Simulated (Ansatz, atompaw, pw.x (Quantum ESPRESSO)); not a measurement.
## P (Z = 15): does the PAW (atompaw) potential hold in the solid?

| Quantity | Value |
| --- | --- |
| Element | phosphorus |
| Generator | atompaw 4.2.0.5 |
| Type | PAW |
| Functional | PBE |
| Relativity | scalar-relativistic |
| Frozen core | [Ne] |
| Valence charge | 5 |
| Reference configuration | 3s2 3p3 |
| Partial waves | 3s (bound): rc 1.65 bohr; 3s channel at -0.4 Ry: rc 1.65 bohr; 3p (bound): rc 1.70 bohr; 3p channel at 0.95 Ry: rc 1.70 bohr |
| Local potential | bessel scheme, radius 1.30 bohr |
| Core correction | smooth core density matched at 1.45 bohr |
| Augmentation charge | sinc compensation charge, radius 1.30 bohr; PAW radius 1.70 bohr; waves and projectors: custom polynom2 7 10 vanderbiltortho |

Atomic tests: cutoffs needed: 12 Ry and 18 Ry (the cutoffs (Ry, on a coarse ladder) from which the occupation-weighted sum of valence levels, in a spherical-Bessel basis at the reference potential, stays within 10 and 1 mRy of its value at 400 Ry); ghost test: no extra level below or beside the all-electron valence levels (s, p, d, f tested) (spherical-Bessel basis up to 400 Ry, 20 bohr box); lowest eigenvalue of the overlap operator: 0.19 (s channel).

Crystal test: sc P in pw.x 7.5, no spin, 13³ k-points, Fermi–Dirac smearing 0.01 Ry, cutoffs 40/400 Ry. The lattice is a test structure that the element need not adopt, and mesh and smearing are coarse.

pw.x input:

```
&control
  calculation='scf', prefix='x', pseudo_dir='./', outdir='./tmp', tstress=.true., disk_io='none'
/
&system
  ibrav=0, nat=1, ntyp=1, ecutwfc=40, ecutrho=400, nbnd=9,
  occupations='smearing', smearing='fd', degauss=0.01
/
&electrons
  conv_thr=1e-09, mixing_beta=0.4, electron_maxstep=70
/
ATOMIC_SPECIES
P 1.0 P.UPF
CELL_PARAMETERS angstrom
  2.44526365 0.00000000 0.00000000
  0.00000000 2.44526365 0.00000000
  0.00000000 0.00000000 2.44526365
ATOMIC_POSITIONS crystal
P 0.0000 0.0000 0.0000
K_POINTS automatic
13 13 13 0 0 0
```

```bash
pw.x < P.scf.in > P.scf.out
```

**Question.** How does the run end?

**Answer.** It converges; the pressure is 7.27 GPa against 0.27 GPa from all-electron LAPW. This is a poor potential for the solid. The log shows:

```
     scf convergence threshold =      1.0E-09
     Exchange-correlation= SLA PW PBX PBC
     number of k points=    84  Fermi-Dirac smearing, width (Ry)=  0.0100
     negative rho (up, down):  1.228E-02 0.000E+00
     iteration #  1     ecut=    40.00 Ry     beta= 0.40
     negative rho (up, down):  1.249E-02 0.000E+00
     total energy              =     -55.51109109 Ry
     estimated scf accuracy    <       0.00478602 Ry
     iteration #  2     ecut=    40.00 Ry     beta= 0.40
     negative rho (up, down):  1.289E-02 0.000E+00
     total energy              =     -55.51124402 Ry
     estimated scf accuracy    <       0.00174472 Ry
     iteration #  3     ecut=    40.00 Ry     beta= 0.40
     negative rho (up, down):  1.288E-02 0.000E+00
     total energy              =     -55.51125999 Ry
     estimated scf accuracy    <       0.00000117 Ry
     iteration #  4     ecut=    40.00 Ry     beta= 0.40
     negative rho (up, down):  1.286E-02 0.000E+00
     total energy              =     -55.51126200 Ry
     estimated scf accuracy    <       0.00000015 Ry
     iteration #  5     ecut=    40.00 Ry     beta= 0.40
     negative rho (up, down):  1.286E-02 0.000E+00
     total energy              =     -55.51126204 Ry
     estimated scf accuracy    <       0.00000001 Ry
     iteration #  6     ecut=    40.00 Ry     beta= 0.40
     negative rho (up, down):  1.286E-02 0.000E+00
     total energy              =     -55.51126204 Ry
     estimated scf accuracy    <          3.2E-09 Ry
     iteration #  7     ecut=    40.00 Ry     beta= 0.40
     negative rho (up, down):  1.286E-02 0.000E+00
     the Fermi energy is    11.2522 ev
!    total energy              =     -55.51126204 Ry
     estimated scf accuracy    <          7.8E-12 Ry
     smearing contrib. (-TS)   =      -0.00128184 Ry
     convergence has been achieved in   7 iterations
     negative rho (up, down):  1.286E-02 0.000E+00
          total   stress  (Ry/bohr**3)                   (kbar)     P=       72.66
     Message from routine punch:
     Nothing written, as per user request (disk_io='none')
```
